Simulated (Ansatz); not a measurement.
# Phonons of TiAl (Pm-3m) against volume, part 2 of 2

Wanted: mode Grüneisen parameters of TiAl (Pm-3m).

Ansatz 0.2.0; DFT PBEsol, scalar-relativistic, plane waves, PAW; PAW set soft_1.

So far, highest frequency on the path or at a solved wavevector (cm⁻¹): step 2 (the dispersion) 346; step 4 (phonons at the other volume, volume ratio 0.97) 364.

The database entry behind the starting cell lists a temperature of 1381 K, so it need not match the best structure at ambient conditions.

### 5. Relaxing at another volume, volume ratio 1.03

The volume is scaled by 1.03 and held; symmetry leaves nothing to relax, so this is a single point. The modes can then be followed against volume.

The input, input.yaml:

```yaml
crystal:
  lattice:
    - [3.1869188023, 0.0, 0.0]
    - [0.0, 3.1869188023, 0.0]
    - [0.0, 0.0, 3.1869188023]
  atoms:
    - { symbol: Ti, position: [0.5, 0.5, 0.5] }
    - { symbol: Al, position: [0.0, 0.0, 0.0] }
kpoints:
  mp_grid: { grid: [16, 16, 16] }
hamiltonian:
  xc: pbesol
  pseudopotentials: { kind: paw, azcp: { folder: soft_1 }, xc_functional: pbe }
scf:
  occupations: { method: methfessel_paxton, width: 0.2 }
output:
  forces: true
  stress: true
  eigenvalues: true
  write_density: true
  write_potential: true
  elf: true
  volumetric_format: npy
```

Launch:

```sh
> ansatz run input.yaml --threads 4 --pin off --max-ram 10240MiB --backend cpu --events-out ev --progress --plain --runs-dir out
```

Numbers of over 12 decimals in the logs are rounded to 6 here.

Log:

```text
[...]
Crystal: 2 atoms, lattice volume = 32.368 Å³
Basis set: ecut = 420 eV, 619 PW (Γ), exchange–correlation on 48×48×48 points (8 copies of the dense FFT grid, shifted against one another)
Bands: 12, of which v1, the nominal top of the filled ones, is band 8 counted from 1 (7 counted from 0)
Symmetry: 48 space group operations
[...]
k-points: 165 of 4096
[...]
--- Band table (eV; the first three rows and the last of 165) ---
  k-point 0: bands = [... 4 lower, 1.9790, 9.7807, 9.7807, 12.9770, 12.9770, 12.9770, 15.5773, 15.5773]
  k-point 1: bands = [... 4 lower, 2.0411, 9.7499, 9.8086, 12.8662, 12.8662, 12.9845, 15.3050, 15.7333]
  k-point 2: bands = [... 4 lower, 2.2258, 9.6288, 9.8900, 12.5983, 12.5983, 13.0060, 14.7314, 16.1384]
  k-point 164: bands = [... 4 lower, 8.1290, 8.1290, 8.1290, 11.8100, 13.9977, 13.9977, 14.0803, 14.0803]
[key lines of the parts left out:]
SCF converged after 6 iterations
Free energy (F): -2998.978672 eV
Fermi energy:    11.202083 eV
P = ⅓ Tr σ = -3.3108 GPa (-33.108 kbar)
```

Wall time 1.7 s (4 threads of Arm Neoverse V1, shared host); peak memory 0.36 GiB.

Numbers from this step:

| Quantity | Value |
| --- | --- |
| pressure | -3.311 GPa |
| volume per atom | 16.18 Å³ |

The run ends at a pressure of -3.31 GPa.

### 6. Phonons at the other volume, volume ratio 1.03

The phonons are repeated at this volume on the same k and q meshes.

input.yaml, the sections that differ from step 5:

```yaml
output:
  eigenvalues: true
phonons:
  method: dfpt
  qmesh: [4, 4, 4]
  temperatures: { t_max: 1000, t_step: 50 }
  qpath:
    path:
      - [[0.0, 0.0, 0.0], [0.0, 0.5, 0.0], [0.5, 0.5, 0.0], [0.0, 0.0, 0.0], [0.5, 0.5, 0.5], [0.0, 0.5, 0.0]]
      - [[0.5, 0.5, 0.5], [0.5, 0.5, 0.0]]
    npoints: 10
# crystal, kpoints, hamiltonian, scf: as in step 5
```

Log:

```text
[...]
Crystal: 2 atoms, lattice volume = 32.368 Å³
Basis set: ecut = 420 eV, 619 PW (Γ), exchange–correlation on 48×48×48 points (8 copies of the dense FFT grid, shifted against one another)
Bands: 12, of which v1, the nominal top of the filled ones, is band 8 counted from 1 (7 counted from 0)
Symmetry: 48 space group operations
k-points: 165 of 4096
[...]
k-point 164: bands = [... 4 lower, 8.1290, 8.1290, 8.1290, 11.8100, 13.9976, 13.9976, 14.0803, 14.0803]
[...]
ASR residual: 1.100e-4 → 0.000e0 eV/Å²; symmetrization residual: 2.135e-6 eV/Å²
  ASR residual per site (eV/Å²): 1.10e-4 1.37e-5
  Γ frequencies (cm⁻¹): 0.00 0.00 0.00 307.96 307.96 307.96
--- Phonons (arbitrary-q DFPT): 10 irreducible q on the 4×4×4 mesh ---
[...]
interpolated dispersion: 62 rows × 6 modes
[...]
[key lines of the parts left out:]
SCF converged after 7 iterations
Free energy (F): -2998.978672 eV
Fermi energy:    11.202047 eV
```

Elapsed: 5.5 min, on 4 threads; peak memory 2.3 GiB.

Numbers from this step:

```yaml
sum_rule_residual_before_enforcement: 1.10e-4 eV/Å²
lowest_frequency_on_the_path: -124.6 cm⁻¹
highest_frequency_on_the_path_or_at_a_solved_wavevector: 328.4 cm⁻¹
highest_optical_mode_at_the_zone_centre_no_lo_to_term: 308.0 cm⁻¹
lowest_optical_zone_centre_mode: 308.0 cm⁻¹
lowest_mode_on_the_q_mesh_acoustic_modes_at_gamma_apart: -124.6 cm⁻¹
```

The highest optical mode at the zone centre (no LO-TO term) is 308.0 cm⁻¹, -15.0 cm⁻¹ against the base run.

### 7. Grüneisen parameters

The Grüneisen parameter of a mode is minus the logarithmic change of its frequency with volume, −d ln ω / d ln V; weighted by heat capacity it gives the expansion.

Numbers from this step:

```yaml
bulk_modulus: 119.2 GPa
```

The phonon branches at the labelled points (cm⁻¹):

| point | branch 1 | branch 2 | branch 3 | branch 4 | branch 5 | branch 6 |
| --- | --- | --- | --- | --- | --- | --- |
| Γ | 0 | 0 | 0 | 323 | 323 | 323 |
| halfway | 112 | 112 | 127 | 305 | 306 | 306 |
| X | 206 | 206 | 212 | 260 | 265 | 265 |
| halfway | 71 | 107 | 211 | 273 | 322 | 325 |
| M | -123 | -123 | 216 | 284 | 343 | 343 |
| halfway | -73 | 151 | 215 | 268 | 298 | 341 |
| Γ | 0 | 0 | 0 | 323 | 323 | 323 |
| halfway | 106 | 106 | 187 | 300 | 316 | 316 |
| R | 194 | 194 | 194 | 240 | 240 | 240 |
| halfway | 111 | 112 | 212 | 264 | 321 | 330 |
| X | 206 | 206 | 212 | 260 | 265 | 265 |
| jump to R | 194 | 194 | 194 | 240 | 240 | 240 |
| halfway | 65 | 65 | 223 | 262 | 315 | 315 |
| M | -123 | -123 | 216 | 284 | 343 | 343 |

The same for volume x 0.97:

| point | branch 1 | branch 2 | branch 3 | branch 4 | branch 5 | branch 6 |
| --- | --- | --- | --- | --- | --- | --- |
| Γ | 0 | 0 | 0 | 339 | 339 | 339 |
| X | 215 | 215 | 227 | 273 | 277 | 277 |
| M | -122 | -122 | 222 | 297 | 362 | 362 |
| Γ | 0 | 0 | 0 | 339 | 339 | 339 |
| R | 208 | 208 | 208 | 255 | 255 | 255 |
| X | 215 | 215 | 227 | 273 | 277 | 277 |
| R | 208 | 208 | 208 | 255 | 255 | 255 |
| M | -122 | -122 | 222 | 297 | 362 | 362 |

The same for volume x 1.03:

| point | branch 1 | branch 2 | branch 3 | branch 4 | branch 5 | branch 6 |
| --- | --- | --- | --- | --- | --- | --- |
| Γ | 0 | 0 | 0 | 308 | 308 | 308 |
| X | 197 | 197 | 199 | 246 | 252 | 252 |
| M | -125 | -125 | 210 | 272 | 326 | 326 |
| Γ | 0 | 0 | 0 | 308 | 308 | 308 |
| R | 181 | 181 | 181 | 225 | 225 | 225 |
| X | 197 | 197 | 199 | 246 | 252 | 252 |
| R | 181 | 181 | 181 | 225 | 225 | 225 |
| M | -125 | -125 | 210 | 272 | 326 | 326 |

The first set of phonon branches as a text plot (rows in cm⁻¹):

```
    354 |               *****
    333 |           ******   *****  ***             **        ***
    313 |****      *      *   ******   *****      *****      *
    292 |    **   *    ** **** *    *   *  **    **    *   **   *
    272 |      ********  *   **      ***    **   *  ******    **
    252 |       *                            *  ****     *****
    231 |                                     ***         *  **
    211 |      ***********   **        *         ********* **  **
    191 |      * *        *          ** *    ****       * *
    170 |     *   *        **               **  *      *
    150 |    *    **         * *         ***     *    **
    130 |   **            *   *     *    ****     *  **    *
    109 |   *      *            *       *          ***      *
     89 |                      *
     69 |  *        *           *  *   *                     *
     48 | *                      *   **
     28 |*                       *
      8 |                         * *
    -13 |                        * *
    -33 |           *    *      *
    -53 |            *         *
    -74 |                    **
    -94 |            **   ***                                 *
   -114 |             ****                                     **
         Γ      X      M          Γ            R        X|R     M
```

### 8. Summary of results

| Property | Result |
| --- | --- |
| bulk modulus | 119 GPa |

In words: No expansion is given, because modes are imaginary at one volume or more. The highest optical mode at Γ goes from 339 to 308 cm⁻¹ as the cell grows, a Grüneisen parameter of 1.58. Branches are matched by rank, so values near crossings are rough. With no gap, or one that is small against the smearing, the frequencies hang on the k mesh and the smearing, most of all near Kohn anomalies. The phonon runs are without spin polarisation, although the cell has an odd electron count. The PAW files were made for PBE and serve the other functionals too.

[Logs are printed without paths, hosts, clocks, repeated set-up lines and the standing remarks that a program may print on its own settings, such as how far it seeks lower states.]

[Hosts, paths, dates, database ids (printed as entryN), source tags and the programs' standing remarks are cut or masked in the printed files.]
